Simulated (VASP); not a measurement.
# C: an input that fails (relaxed cell and band gap)

C, P6_3/mmc (no. 194), 4 atoms in the cell.

INCAR:
```
PREC = Accurate ; ENCUT = 600
EDIFF = 1E-7 ; ISMEAR = 0
SIGMA = 0.02 ; LREAL = False
LASPH = True ; GGA_COMPAT = False
ALGO = Normal ; NELM = 80
ISIF = 3 ; LWAVE = False
LCHARG = False ; GGA = PE
IVDW = 202 ; ADDGRID = True
IBRION = 2 ; EDIFFG = -0.005
NSW = 20 ; KPAR = 4
```

KPOINTS:
```
k-points
0
Gamma
  8 8 3
```

POSCAR:
```
C
1.0
    2.4610000000      0.0000000000      0.0000000000
   -1.2305000000      2.1312885187      0.0000000000
    0.0000000000      0.0000000000      6.7080000000
C
4
Direct
    0.0000000000      0.0000000000      0.2500000000
    0.0000000000      0.0000000000      0.7500000000
    0.3333333333      0.6666666667      0.2500000000
    0.6666666667      0.3333333333      0.7500000000
```

Commands:
```
cat potpaw_PBE.64/C/POTCAR > POTCAR
mpirun -np 4 vasp_std > vasp.out
```

VASP stops with:
```
ERROR: ADDGRID=.TRUE. is not supported for TS correction methods. ---->  I REFUSE TO CONTINUE WITH THIS SICK JOB ... BYE!!! <----
```

Cause: ADDGRID with a Hirshfeld-based scheme.
